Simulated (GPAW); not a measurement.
Wanted: an ASE script for a GPAW 26.7.0 run.

```
Task                : band structure
Functional          : PBE
Potentials or basis : GPAW PAW data sets (gpaw-data 1.2.1)
Cutoff              : 800 eV
Basis               : pw
k mesh              : 4 × 4 × 7
Occupations         : fermi-dirac, width 0.05 eV
Spin                : no spin polarisation
Hubbard terms       : Ti d U = 1 eV
Maxiter             : 150
Band path           : GXMGZRAZ,XR,MA
Band points         : 100
```

The structure of TiO2 lies in TiO2.xyz:

```xyz
6
Lattice="4.5998373239 0.0000000000 0.0000000000 0.0000000000 4.5998373239 0.0000000000 0.0000000000 0.0000000000 2.9592135600" Properties=species:S:1:pos:R:3 pbc="T T T"
Ti     0.0000000000      0.0000000000      1.4796067800
Ti     2.2999186620      2.2999186620      0.0000000000
O      1.3998285662      1.3998285662      1.4796067800
O      0.9000900958      3.6997472281      0.0000000000
O      3.6997472281      0.9000900958      0.0000000000
O      3.2000087577      3.2000087577      1.4796067800
```

The cell is a database's computed one.

These files were run (other wordings do the same):

run.py

```python
from ase.dft.bandgap import bandgap
from ase.io import read, write
from ase.units import GPa
from gpaw import GPAW, PW

atoms = read('TiO2.xyz')

calc = GPAW(mode=PW(800),
            xc='PBE',
            kpts={'size': (4, 4, 7), 'gamma': True},
            occupations={'name': 'fermi-dirac', 'width': 0.05},
            setups={'Ti': ':d,1.0'},
            nbands=43,
            convergence={'density': 1e-05, 'energy': 1e-05},
            maxiter=150,
            txt='gpaw.txt')
atoms.calc = calc
energy = atoms.get_potential_energy()
forces = atoms.get_forces()
stress = atoms.get_stress()
calc.write('gs.gpw')
write('result.traj', atoms)
print(f'Energy: {energy:.6f} eV')
print('Forces (eV/A):')
print(forces.round(4))
print('Stress (GPa):', (stress / GPa).round(3))
print('Fermi level:', round(calc.get_fermi_level(), 4), 'eV')
print(f'Gap: {bandgap(calc)[0]:.4f} eV, direct: {bandgap(calc, direct=True)[0]:.4f} eV')

path = atoms.cell.bandpath('GXMGZRAZ,XR,MA', npoints=100, eps=1e-4)
bs_calc = calc.fixed_density(kpts=path, symmetry='off', nbands=61,
                             convergence={'bands': 'CBM+6.0', 'eigenstates': 1e-6}, txt='bands.txt')
bs = bs_calc.band_structure()
bs.write('bs.json')
print(f'Gap on the path: {bandgap(bs_calc)[0]:.4f} eV')
```

Potentials or basis: GPAW PAW data sets (gpaw-data 1.2.1), pw.

Launch:

```bash
$ OMP_NUM_THREADS=1 python run.py
```

Results of the run:

The pressure is 6.4 GPa. The largest force is 0.042 eV/Å and the band gap on the k mesh is 2.02 eV, direct. The band gap along the path is 2.02 eV, direct.

Wall time 120 s on 1 thread of Intel(R) Xeon(R) 6975P-C (Granite Rapids) (shared host), peak memory 0.7 GiB.
